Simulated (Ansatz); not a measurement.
## From barrier to diffusion: H in WC

Method: Ansatz, DFT PBEsol, scalar-relativistic, plane waves, PAW. (420 eV cutoff, 4×5×5 k-mesh, shifted by half a step, Gaussian smearing of 0.10 eV, no spin polarisation)

Host crystal, relaxed:

```yaml
crystal:
  lattice:
    - [2.89848, 0.00000, 0.00000]
    - [-1.44924, 2.51016, 0.00000]
    - [0.00000, 0.00000, 2.82776]
  atoms:
    - { symbol: W, position: [0.00000, 0.00000, 0.00000] }
    - { symbol: C, position: [0.66667, 0.33333, 0.50000] }
```

In a supercell of 16 host sites, interstitial H hops to an equivalent place, moving 2.25 Å. Climbing-image nudged elastic band at fixed cell; the order of the saddle wasn't checked, and the small cell leaves errors of about a tenth of an eV. Zero-point motion and tunnelling, which matter for H, are left out.

Spin-orbit coupling is left out, which matters for the bands and energies of heavy elements.

| image | path (Å) | E − E(0) (eV) |
| --- | --- | --- |
| 0 | 0.00 | 0.000 |
| 1 | 0.37 | 0.096 |
| 2 | 0.73 | 0.441 |
| 3 | 1.10 | 0.680 |
| 4 | 1.46 | 0.441 |
| 5 | 1.83 | 0.096 |
| 6 | 2.20 | 0.000 |

Task: What are the barriers forward and back, and what attempt frequency does the shape suggest?

Result: Forward 0.68 eV, back 0.68 eV, the ends being level. For a sinusoidal profile E_b sin²(πx/l), with the H atom alone moving, ν = (1/l)√(E_b/2m) = 2.5×10¹³ s⁻¹, within an order of magnitude of the customary 10¹³ s⁻¹; a true prefactor needs the vibrations at the minimum and at the saddle.

Task: With ν = 10¹³ s⁻¹, give the forward jump rate along this one path, the wait 1/k for that jump, the diffusivity D ≈ l²k and the distance √(Dt) covered in an hour at 300, 600 and 1000 K, taking the host as solid throughout.

Result: k = ν exp(−E_b/k_BT):
```tsv
T (K)	k (1/s)	wait (s)	D (cm²/s)	√(Dt) in 1 h (nm)
300	38	0.026	1.9×10⁻¹⁴	83
600	1.9×10⁷	5.1×10⁻⁸	9.9×10⁻⁹	6.0×10⁴
1000	3.7×10⁹	2.7×10⁻¹⁰	1.9×10⁻⁶	8.3×10⁵
```

D = l²k holds for six equivalent jumps in three dimensions (z l²k/6) and is a scale otherwise. Long-range transport needs a connected net of such jumps, and traps slow it. D is that of an interstitial already there. An error of 0.1 eV in the barrier changes k by a factor of 48 at 300 K and 3.2 at 1000 K.

Cost: 1 run of about 10 core-minutes, on Intel Xeon 6975P-C (Granite Rapids) (shared hosts).